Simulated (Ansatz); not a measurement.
## Ionic part of the dielectric constant of BAs, mode by mode

Method: DFT PBE, scalar-relativistic, plane waves, PAW (Ansatz 0.2.0). Settings: 420 eV plane-wave cutoff, Γ-centred 10×10×10 mesh, fixed occupations. No spin polarisation. Phonons by linear response, acoustic sum rule imposed.

Space group F-43m (No. 216), cubic, a = 4.809 Å. B has 4 As at 2.08 Å; As has 4 B at 2.08 Å.

It was relaxed at this level from a cell as deposited in COD. The run warned that its linear response isn't converged on this k mesh, so dielectric tensors, Born charges and infrared intensities are rough, and the frequencies may be too.

The primitive cell has V = 27.81 Å³ and ε∞,xx = 9.860. Each polar mode adds Δε = (4.92064×10⁷/V)·S/ν² along x, with S its oscillator strength in e²/amu, ν in cm⁻¹ and V in Å³.

Task: From these modes, find each Δε and ε0,xx.
```tsv
ν (cm⁻¹)	S_xx (e²/amu)
677.37	0.02073
```

Result:
| ν (cm⁻¹) | Δε |
| --- | --- |
| 677.37 | 0.08 |

The sum is 0.08, so ε0,xx = 9.94; the run's tensor has 9.94.

Task: Where do the longitudinal modes lie for a wave vector along x?

Result: At 680.11 cm⁻¹. The Lyddane–Sachs–Teller product Π(ν_LO/ν_TO)² = 1.01 agrees with ε0/ε∞ = 1.01.
